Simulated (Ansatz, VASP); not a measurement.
## One calculation of CoO, two programs

```
Co O
1.0
     1.60222    0.92504    5.13294
    -1.60222    0.92504    5.13294
     0.00000   -1.85008    5.13294
Co O
2 2
Direct
  0.99949 0.99949 0.99949
  0.49949 0.49949 0.49949
  0.37550 0.37550 0.37550
  0.87553 0.87553 0.87553
```

Alike in both runs: task single point; functional PBE; k mesh 6 × 6 × 6; occupations gaussian, width 0.1 eV; collinear spin.

|  | VASP | Ansatz |
| --- | --- | --- |
| version | VASP 6.6.1 | Ansatz 0.2.0 |
| potentials or method | VASP PAW PBE potentials, release 64 (Co, O) | scalar-relativistic, plane waves, PAW |
| plane-wave cutoff (eV) | 520 | 420 |
| valence electrons in the cell | 30 | 46 |

Ansatz gave:

| Property | Result |
| --- | --- |
| gap on the k mesh at the Fermi level (eV) | none |
| pressure (GPa) | -0.1 |
| largest component of the traceless stress (GPa) | 3.73 |
| rms of the force components (eV/Å) | 0.148 |
| net moment per atom (μB) | 1.38 |
| size of the moment on the site where the two differ most (μB) | 2.20 |

Q: What did VASP give for the same quantities?

A: gap on the k mesh at the Fermi level (eV): none; pressure (GPa): -0.2; largest component of the traceless stress (GPa): 3.74; rms of the force components (eV/Å): 0.150; net moment per atom (μB): 1.37; size of the moment on the site where the two differ most (μB): 2.36.

Site moments also hang on the region over which each program counts them. Atom by atom the forces differ by 0.002 eV/Å (rms over components). A gap of «none» marks a metal or a gap that the smearing closes. The functional is the same, so the differences come from potentials, cutoffs and numerics. The two sets of potentials don't hold the same shells in valence.

Caveats: the k mesh is coarse (spacing up to 0.38 Å⁻¹), so the values aren't converged; semilocal functionals often make such compounds metallic where correlation or magnetic order opens a gap, which also shifts bond lengths.
